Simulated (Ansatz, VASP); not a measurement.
# MgS: VASP beside Ansatz

```
CELL_PARAMETERS angstrom
-3.55743 3.55743 3.10693
3.55743 -3.55743 3.10693
3.55743 3.55743 -3.10693
ATOMIC_POSITIONS crystal
Mg 0.75000 0.25000 0.50000
Mg 0.25000 0.75000 0.50000
Mg 0.25000 0.25000 0.00000
Mg 0.75000 0.75000 0.00000
S 0.69012 0.19012 0.88025
S 0.19012 0.30988 0.50000
S 0.30988 0.80988 0.11975
S 0.80988 0.69012 0.50000
```

Alike in both runs: functional PBE; k mesh 6 × 6 × 6; occupations methfessel-paxton of order 1, width 0.016 eV; no spin polarisation.

Ansatz relaxed the structure, and its values are those at the end. VASP's run is a single point on that final structure, the one shown.

|  | VASP | Ansatz |
| --- | --- | --- |
| version | VASP 6.6.1 | Ansatz 0.2.0 |
| potentials or method | VASP PAW PBE potentials, release 64 (Mg, S) | PAW plane waves |
| plane-wave cutoff (eV) | 520 | 420 |
| valence electrons in the cell | 32 | 64 |

```csv
,VASP,Ansatz,Ansatz less VASP
gap on the k mesh at the Fermi level (eV),0.38,0.40,+0.021
pressure (GPa),-3.0,-2.9,+0.18
```

The two sets of potentials don't hold the same shells in valence. Ansatz warned: «stress_scf_threshold_loose».
